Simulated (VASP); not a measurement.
# PbO, optical spectrum of independent particles: which settings are enough?

PbO, P4/nmm (no. 129), 4 atoms in the cell. LDA, independent-particle dielectric function; PAW potentials Pb_d, O (LDA set). VASP 6.6.1.

Wanted: ε at zero frequency, electronic within 1 %; spectrum (imaginary part of ε) within 10 %.

POSCAR:
```
PbO
1.0
    3.9900000000      0.0000000000      0.0000000000
    0.0000000000      3.9900000000      0.0000000000
    0.0000000000      0.0000000000      5.0100000000
Pb O
2 2
Direct
    0.5000000000      0.0000000000      0.7600000000
    0.0000000000      0.5000000000      0.2400000000
    0.5000000000      0.5000000000      0.0000000000
    0.0000000000      0.0000000000      0.0000000000
```

The series start from Bands in all (NBANDS): 40; Plane-wave cutoff (eV): 450; Energy points: 2000; k mesh: 7 × 7 × 6; Precision mode: Accurate; Electronic algorithm: Normal. Each series keeps the choices made before it, and each single choice may use up half of a tolerance. Times cover all steps of a run.

## Bands in all (NBANDS)

| Bands in all (NBANDS) | ε at zero frequency, electronic | Spectrum (imaginary part of ε), largest deviation against the largest value | Time (s) |
|---|---|---|---|
| 26 | 6.7 | 9.1 % | 22 |
| 32 | 7.018 | 4.7 % | 23 |
| 40 | 7.144 | 0.39 % | 25 |
| 52 | 7.22 | 0.44 % | 29 |
| 68 | 7.267 | 0.26 % | 32 |
| 100 (reference) | 7.295 | 0 % | 43 |

Chosen: 68, the loosest value from which every tighter one stays within half of the tolerance.

## Plane-wave cutoff (eV)

| Plane-wave cutoff (eV) | ε at zero frequency, electronic | Spectrum (imaginary part of ε), largest deviation against the largest value | Time (s) |
|---|---|---|---|
| 240 | 7.09 | 9.7 % | 14 |
| 300 | 7.206 | 3.7 % | 16 |
| 360 | 7.228 | 2.5 % | 26 |
| 450 | 7.267 | 0.3 % | 32 |
| 540 (reference) | 7.272 | 0 % | 46 |

Chosen: 450.

## Energy points

| Energy points | ε at zero frequency, electronic | Spectrum (imaginary part of ε), largest deviation against the largest value | Time (s) |
|---|---|---|---|
| default | 7.267 | 1.3 % | 32 |
| 2000 | 7.267 | 0.1 % | 32 |
| 4000 (reference) | 7.267 | 0 % | 34 |

Chosen: default.

## k mesh

| k mesh | ε at zero frequency, electronic | Spectrum (imaginary part of ε), largest deviation against the largest value | Time (s) |
|---|---|---|---|
| 3 × 3 × 3 | 7.344 | 48 % | 18 |
| 4 × 4 × 3 | 7.535 | 41 % | 20 |
| 5 × 5 × 4 | 7.277 | 23 % | 24 |
| 7 × 7 × 6 | 7.267 | 19 % | 32 |
| 9 × 9 × 7 | 7.273 | 13 % | 40 |
| 11 × 11 × 9 | 7.274 | 13 % | 59 |
| 14 × 14 × 11 (reference) | 7.274 | 0 % | 106 |

Chosen: 14 × 14 × 11; the next looser run is off by more than half of the tolerance, so convergence isn't shown beyond this value.

## Precision mode

| Precision mode | ε at zero frequency, electronic | Spectrum (imaginary part of ε), largest deviation against the largest value | Time (s) |
|---|---|---|---|
| Accurate | 7.274 | 0 % | 106 |
| Normal | 7.274 | 0.0079 % | 69 |
| Single | 7.274 | 0.0079 % | 104 |

Chosen: Normal, the fastest of those that stay within half of the tolerance.

## Electronic algorithm

| Electronic algorithm | ε at zero frequency, electronic | Spectrum (imaginary part of ε), largest deviation against the largest value | Time (s) |
|---|---|---|---|
| Normal | 7.274 | 0 % | 69 |
| Fast | 7.274 | 0.81 % | 90 |

Chosen: Normal; no other choice that stays within half of the tolerance saves 30 % of the time.

## All choices together

| Input | ε at zero frequency, electronic | Spectrum (imaginary part of ε), largest deviation against the largest value | Time (s) |
|---|---|---|---|
| all settings of the optics step left to the defaults, ground-state mesh (naive) | 6.423 | 13 % | 21 |
| chosen settings | 7.274 | 0.49 % | 69 |
| reference settings throughout | 7.307 | 0 % | 245 |

The chosen settings stay within the tolerance of the reference run, but the reference itself isn't shown to be converged in: k mesh.

## The input

INCAR.step1:
```
SYSTEM = PbO
EDIFF = 1E-7 ; ENCUT = 450
GGA = CA ; ISMEAR = 0
KPAR = 4 ; LASPH = .TRUE.
LCHARG = .TRUE. ; LWAVE = .FALSE.
PREC = Normal ; SIGMA = 0.02
```

INCAR.step2:
```
SYSTEM = PbO
ALGO = Normal ; CSHIFT = 0.1
EDIFF = 1E-6 ; ENCUT = 450
GGA = CA ; ICHARG = 11
ISMEAR = 0 ; KPAR = 4
LASPH = .TRUE. ; LCHARG = .FALSE.
LOPTICS = .TRUE. ; LWAVE = .FALSE.
NBANDS = 68 ; PREC = Normal
SIGMA = 0.05
```

KPOINTS.step1:
```
k-points
0
Gamma
  7 7 6
```

KPOINTS.step2:
```
Automatic mesh
0
Gamma
  14 14 11
  0 0 0
```

Commands (each step's output is kept before the next begins):
```
cat potpaw_LDA.64/Pb_d/POTCAR potpaw_LDA.64/O/POTCAR > POTCAR
cp INCAR.step1 INCAR
cp KPOINTS.step1 KPOINTS
mpirun -np 4 vasp_std > vasp.out
cp INCAR.step2 INCAR
cp KPOINTS.step2 KPOINTS
mpirun -np 4 vasp_std > vasp.out
```

Limits: Spin-orbit coupling is left out, which can matter with atoms this heavy; the pull between electron and hole is left out; the onset follows the functional's gap, which semilocal functionals usually make too small.

The chosen input took VASP 6.6.1 69 s on 4 cores (Intel Xeon Platinum 8259CL @ 2.50GHz (Skylake/Cascade Lake)), a shared host.

## An input that fails: one empty band

It runs to its end, but against the unchanged starting input it is off by 48 % in the ε at zero frequency, electronic, 55 % in the spectrum (imaginary part of ε).

Changes against the starting input:
```
(step 2)
- NBANDS = 40
+ NBANDS = 21
```
